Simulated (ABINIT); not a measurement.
# ZnO (zincite) (P6_3mc) in ABINIT: further runs

Aim: see how the results for ZnO (zincite) move with the level of theory and the settings. Levels: RPBE, WC. Tasks: band structure.

All numbers are computed with ABINIT 10.8.3 (patched build); they aren't measurements. Logs are shortened: lines on timing, memory, paths and dates and some standing lists are left out, and cuts for length are marked. The log counts tension as positive stress, the text compression.

**Experimental background.**

“Electronic structure of alkaline earth and post-transition metal oxides”, 2009, arxiv:0908.1581 quotes, for a bulk crystal of ZnO: band gap 3.37 eV.

How close the calculation comes is told below.

**1. The crystal as given**

The structure is hexagonal, space group P6_3mc (No. 186). Conventional cell: a = 3.249 Å, b = 3.249 Å, c = 5.206 Å, α = 90.00°, β = 90.00°, γ = 120.00°. Around Zn (site symmetry 3m) lie 4 O at 1.97 to 1.98 Å. Around O (site symmetry 3m) lie 4 Zn at 1.97 to 1.98 Å.

**2. Band structure, RPBE**

run.abi

```
ndtset 2

pp_dirpath "./"
pseudos "Zn.GGA_PBE-JTH.xml, O.GGA_PBE-JTH.xml"

acell 3.249308 3.249308 5.205709 Angstrom
rprim
     1.0000000000     0.0000000000     0.0000000000
    -0.5000000000     0.8660254038     0.0000000000
     0.0000000000     0.0000000000     1.0000000000
ntypat 2
znucl 30 8
natom 4
typat 1 1 2 2
xred
     0.6666666667     0.3333333333     0.0000000000
     0.3333333333     0.6666666667     0.5000000000
     0.3333333333     0.6666666667     0.8790100000
     0.6666666667     0.3333333333     0.3790100000

ecut 23.0
pawecutdg 45.0

ixc 15

occopt 3
tsmear 0.05 eV

nstep 100

iomode 3
prtwf 0
prteig 0
prtebands 0
enunit 2
prtden1 1

kptopt1 1
ngkpt1 9 9 5
nshiftk1 1
shiftk1 0.0 0.0 0.0
nband1 22
tolvrs1 1.0e-9

iscf2 -2
getden2 1
nband2 26
nbdbuf2 2
tolwfr2 1.0e-12
kptopt2 -7
ndivsm2 6
prteig2 1
prtvol2 -3
kptbounds2
     0.0000000000     0.0000000000     0.0000000000
     0.5000000000     0.0000000000     0.0000000000
     0.3333333333     0.3333333333     0.0000000000
     0.0000000000     0.0000000000     0.0000000000
     0.0000000000     0.0000000000     0.5000000000
     0.5000000000     0.0000000000     0.5000000000
     0.3333333333     0.3333333333     0.5000000000
     0.0000000000     0.0000000000     0.5000000000
```

Potentials or basis: JTH PAW PBE v2.0.

Run with:

```sh
$ abinit run.abi > log 2>&1
```

run.abo:

```text
.Version 10.8.3 of ABINIT
 DATASET    1 : space group P6_3 m c (#186); Bravais hP (primitive hexag.)
================================================================================
 Values of the parameters that define the memory need for DATASET  1.
     intxc =       0    ionmov =       0      iscf =      17    lmnmax =      18
     lnmax =       6     mgfft =      45  mpssoang =       3    mqgrid =    3001
     natom =       4  nloc_mem =       2    nspden =       1   nspinor =       1
    nsppol =       1      nsym =      12    n1xccc =       1    ntypat =       2
    occopt =       3   xclevel =       2
       mpw =        1719          nfft =       40500          nkpt =          36
 PAW method is used; the additional fine FFT grid is defined by:
   mgfftf=        60    nfftf =     96000
================================================================================
================================================================================

 DATASET    2 : space group P6_3 m c (#186); Bravais hP (primitive hexag.)
================================================================================
 Values of the parameters that define the memory need for DATASET  2.
     intxc =       0    ionmov =       0      iscf =      -2    lmnmax =      18
     lnmax =       6     mgfft =      45  mpssoang =       3    mqgrid =    3001
     natom =       4  nloc_mem =       2    nspden =       1   nspinor =       1
    nsppol =       1      nsym =      12    n1xccc =       1    ntypat =       2
    occopt =       3   xclevel =       2
       mpw =        1725          nfft =       40500          nkpt =          67
 PAW method is used; the additional fine FFT grid is defined by:
   mgfftf=        60    nfftf =     96000
================================================================================
================================================================================

--------------------------------------------------------------------------------
------------- Echo of variables that govern the present computation ------------
--------------------------------------------------------------------------------
 -outvars: echo values of preprocessed input variables --------
            acell      6.1403022187E+00  6.1403022187E+00  9.8373643012E+00 Bohr
              amu      6.53900000E+01  1.59994000E+01
             ecut      2.30000000E+01 Hartree
           enunit           2
           getden1          0
           getden2          1
             iscf1         17
             iscf2         -2
              ixc          15
           jdtset        1    2
           kptopt1          1
           kptopt2         -7
         kptrlatt        9    0    0      0    9    0      0    0    5
          kptrlen1     4.91868215E+01
          kptrlen2     3.00000000E+01
            natom           4
            nband1         22
            nband2         26
           nbdbuf1          0
           nbdbuf2          2
           ndtset           2
           ndivsm1          0
           ndivsm2          6
            ngfft          30      30      45
          ngfftdg          40      40      60
             nkpt1         36
             nkpt2         67
            nstep         100
             nsym          12
           ntypat           2
           occopt           3
        pawecutdg      4.50000000E+01 Hartree
         pawxcdev           0
        prtebands           0
           prteig1          0
           prteig2          1
           prtvol1          0
           prtvol2         -3
            prtwf           0
            rprim      1.0000000000E+00  0.0000000000E+00  0.0000000000E+00
                      -5.0000000000E-01  8.6602540380E-01  0.0000000000E+00
                       0.0000000000E+00  0.0000000000E+00  1.0000000000E+00
[... 1018 lines left out ...]
etotal    :  -1.60830102E+02
entropy   :   0.00000000E+00
fermie    :   2.48888583E-01
cartesian_stress_tensor: null
pressure_GPa: null
xred      :
- [  6.6667E-01,   3.3333E-01,   0.0000E+00, Zn]
- [  3.3333E-01,   6.6667E-01,   5.0000E-01, Zn]
- [  3.3333E-01,   6.6667E-01,   8.7901E-01,  O]
- [  6.6667E-01,   3.3333E-01,   3.7901E-01,  O]
cartesian_forces: null
force_length_stats: {min: null, max: null, mean: null, }
...

 Integrated electronic density in atomic spheres:
 ------------------------------------------------
 Atom  Sphere_radius  Integrated_density
    1        2.30770         10.88559262
    2        2.30770         10.88559262
    3        1.41465          4.55172473
    4        1.41465          4.55172473

================================================================================

 ----iterations are completed or convergence reached----

 Mean square residual over all n,k,spin=   54.713E-14; max=  99.879E-14
 reduced coordinates (array xred) for    4 atoms
       0.666666666667      0.333333333333      0.000000000000
       0.333333333333      0.666666666667      0.500000000000
       0.333333333333      0.666666666667      0.879010000000
       0.666666666667      0.333333333333      0.379010000000

 cartesian coordinates (angstrom) at end:
    1      1.62465400000000     0.93799442425686     0.00000000000000
    2      0.00000000000000     1.87598884851371     2.60285450000000
    3      0.00000000000000     1.87598884851371     4.57587026809000
    4      1.62465400000000     0.93799442425686     1.97301576809000
 length scales=  6.140302218721  6.140302218721  9.837364301173 bohr
              =  3.249308000000  3.249308000000  5.205709000000 angstroms
 Eigenvalues (hartree) for nkpt=  67  k points:
 kpt#   1, nband= 26, wtk=  1.00000, kpt=  0.0000  0.0000  0.0000 (reduced coord)
  -0.43639   -0.41016    0.02179    0.02179    0.02325    0.02624    0.02907    0.02907
   0.06474    0.06474    0.07259    0.07259    0.08252    0.20136    0.20136    0.22845
   0.23106    0.23106    0.26375    0.42627    0.53918    0.70693    0.70693    0.75292
   0.75321    0.75321
 kpt#   2, nband= 26, wtk=  1.00000, kpt=  0.0455  0.0000  0.0000 (reduced coord)
  -0.43598   -0.40998    0.02126    0.02204    0.02360    0.02676    0.02909    0.02941
   0.06456    0.06471    0.07263    0.07292    0.08243    0.19855    0.20032    0.22433
   0.22796    0.23052    0.27141    0.42957    0.53916    0.69750    0.70769    0.74682
   0.75436    0.75465
 kpt#   3, nband= 26, wtk=  1.00000, kpt=  0.0909  0.0000  0.0000 (reduced coord)
  -0.43477   -0.40945    0.01991    0.02275    0.02436    0.02785    0.02970    0.03043
   0.06405    0.06464    0.07275    0.07392    0.08216    0.19045    0.19730    0.21194
   0.22643    0.22892    0.28682    0.43885    0.53906    0.67562    0.70994    0.73062
   0.75715    0.75793
 kpt#   4, nband= 26, wtk=  1.00000, kpt=  0.1364  0.0000  0.0000 (reduced coord)
  -0.43282   -0.40864    0.01802    0.02385    0.02525    0.02821    0.03210    0.03238
[... 303 lines left out ...]
 kpt#  65, nband= 26, wtk=  1.00000, kpt=  0.0513  0.0513  0.5000 (reduced coord)
  -0.42246   -0.42246    0.01346    0.01346    0.02522    0.02522    0.02571    0.02571
   0.06944    0.06944    0.06951    0.06951    0.14954    0.14954    0.20862    0.20862
   0.21338    0.21338    0.37053    0.37053    0.60588    0.60588    0.69863    0.69863
   0.71953    0.71953
 kpt#  66, nband= 26, wtk=  1.00000, kpt=  0.0256  0.0256  0.5000 (reduced coord)
  -0.42333   -0.42333    0.01412    0.01412    0.02468    0.02468    0.02476    0.02476
   0.06948    0.06948    0.06950    0.06950    0.14971    0.14971    0.21429    0.21429
   0.21565    0.21565    0.36390    0.36390    0.60674    0.60674    0.71167    0.71167
   0.71772    0.71772
 kpt#  67, nband= 26, wtk=  1.00000, kpt=  0.0000  0.0000  0.5000 (reduced coord)
  -0.42362   -0.42362    0.01435    0.01435    0.02446    0.02446    0.02446    0.02446
   0.06950    0.06950    0.06950    0.06950    0.14972    0.14972    0.21640    0.21640
   0.21640    0.21640    0.36151    0.36151    0.60692    0.60692    0.71703    0.71703
   0.71703    0.71703
 Eigenvalues (   eV  ) for nkpt=  67  k points:
 kpt#   1, nband= 26, wtk=  1.00000, kpt=  0.0000  0.0000  0.0000 (reduced coord)
 -11.87484  -11.16108    0.59294    0.59294    0.63263    0.71392    0.79103    0.79103
   1.76157    1.76157    1.97532    1.97532    2.24554    5.47926    5.47926    6.21653
   6.28743    6.28743    7.17694   11.59945   14.67196   19.23651   19.23651   20.48797
  20.49587   20.49587
 kpt#   2, nband= 26, wtk=  1.00000, kpt=  0.0455  0.0000  0.0000 (reduced coord)
 -11.86362  -11.15612    0.57839    0.59965    0.64227    0.72806    0.79151    0.80040
   1.75679    1.76073    1.97646    1.98437    2.24300    5.40289    5.45100    6.10441
   6.20322    6.27272    7.38544   11.68924   14.67122   18.97994   19.25726   20.32188
  20.52717   20.53510
 kpt#   3, nband= 26, wtk=  1.00000, kpt=  0.0909  0.0000  0.0000 (reduced coord)
 -11.83057  -11.14177    0.54191    0.61903    0.66289    0.75772    0.80829    0.82816
   1.74288    1.75902    1.97959    2.01135    2.23570    5.18249    5.36872    5.76727
   6.16136    6.22917    7.80469   11.94176   14.66850   18.38446   19.31839   19.88128
  20.60322   20.62445
 kpt#   4, nband= 26, wtk=  1.00000, kpt=  0.1364  0.0000  0.0000 (reduced coord)
 -11.77755  -11.11954    0.49034    0.64891    0.68713    0.76760    0.87336    0.88120
[... 304 lines left out ...]
 -11.49566  -11.49566    0.36634    0.36634    0.68636    0.68636    0.69951    0.69951
   1.88947    1.88947    1.89146    1.89146    4.06907    4.06907    5.67680    5.67680
   5.80635    5.80635   10.08271   10.08271   16.48683   16.48683   19.01069   19.01069
  19.57948   19.57948
 kpt#  66, nband= 26, wtk=  1.00000, kpt=  0.0256  0.0256  0.5000 (reduced coord)
 -11.51933  -11.51933    0.38417    0.38417    0.67146    0.67146    0.67375    0.67375
   1.89070    1.89070    1.89114    1.89114    4.07387    4.07387    5.83109    5.83109
   5.86804    5.86804    9.90216    9.90216   16.51012   16.51012   19.36551   19.36551
  19.53013   19.53013
 kpt#  67, nband= 26, wtk=  1.00000, kpt=  0.0000  0.0000  0.5000 (reduced coord)
 -11.52740  -11.52740    0.39046    0.39046    0.66570    0.66570    0.66570    0.66570
   1.89114    1.89114    1.89114    1.89114    4.07421    4.07421    5.88844    5.88844
   5.88844    5.88844    9.83719    9.83719   16.51517   16.51517   19.51141   19.51141
  19.51141   19.51141

== END DATASET(S) ==============================================================
================================================================================

 -outvars: echo values of variables after computation  --------
            acell      6.1403022187E+00  6.1403022187E+00  9.8373643012E+00 Bohr
           etotal1    -1.6083010155E+02
            fcart1    -3.5081598622E-28 -2.0254370407E-28 -1.5210120198E-03
                       3.5081598622E-28  2.0254370407E-28 -1.5210120198E-03
                       3.5081598622E-28  2.0254370407E-28  1.5210120198E-03
                      -3.5081598622E-28 -2.0254370407E-28  1.5210120198E-03
            rprim      1.0000000000E+00  0.0000000000E+00  0.0000000000E+00
                      -5.0000000000E-01  8.6602540380E-01  0.0000000000E+00
                       0.0000000000E+00  0.0000000000E+00  1.0000000000E+00
           strten1    -2.8426177247E-04 -2.8426177278E-04 -3.4132609949E-04
                       0.0000000000E+00  0.0000000000E+00  0.0000000000E+00
           xangst      1.6246540000E+00  9.3799442426E-01  0.0000000000E+00
                       6.5619490340E-17  1.8759888485E+00  2.6028545000E+00
                       6.5619490340E-17  1.8759888485E+00  4.5758702681E+00
                       1.6246540000E+00  9.3799442426E-01  1.9730157681E+00
             xred      6.6666666667E-01  3.3333333333E-01  0.0000000000E+00
                       3.3333333333E-01  6.6666666667E-01  5.0000000000E-01
                       3.3333333333E-01  6.6666666667E-01  8.7901000000E-01
                       6.6666666667E-01  3.3333333333E-01  3.7901000000E-01
 Calculation completed.
```

It took 4.1 min on 1 thread of Arm Neoverse V2, shared host; peak memory 0.15 GiB.

Results:

```
Free energy                                           : -4376.4100 eV
Pressure                                              : 8.9 GPa
Largest force                                         : 0.078 eV/Å
Band gap on the k mesh                                : 0.89 eV, direct
Band gap along the path                               : 0.89 eV, direct
Valence electrons inside the program's atomic spheres : Zn 10.89; O 4.55
```

Forces on the atoms (eV/Å):
```
Zn   0.000  0.000 -0.078
Zn   0.000  0.000 -0.078
O    0.000  0.000  0.078
O    0.000  0.000  0.078
```

Levels at the corners of the path, in eV from the valence-band top:
```tsv
point	band 14	band 15	band 16	band 17	band 18	band 19	band 20	band 21	band 22	band 23
Γ	-0.81	-0.81	-0.07	0.00	0.00	0.89	5.31	8.38	12.95	12.95
M	-3.51	-2.81	-2.27	-1.27	-0.82	5.86	7.00	7.75	8.56	10.76
K	-3.51	-3.51	-1.90	-1.90	-1.69	7.77	7.77	7.83	8.29	10.93
Γ	-0.81	-0.81	-0.07	0.00	0.00	0.89	5.31	8.38	12.95	12.95
A	-2.21	-0.40	-0.40	-0.40	-0.40	3.55	3.55	10.23	10.23	13.22
L	-3.74	-1.50	-1.50	-1.35	-1.35	5.84	5.84	8.52	8.52	11.43
H	-3.69	-2.66	-2.66	-1.22	-1.22	8.11	8.11	8.15	8.15	8.91
A	-2.21	-0.40	-0.40	-0.40	-0.40	3.55	3.55	10.23	10.23	13.22
```

Caveat: the PAW data sets were made with another functional, which shifts forces and pressure a little.

(Continued in part 2 of 2.)
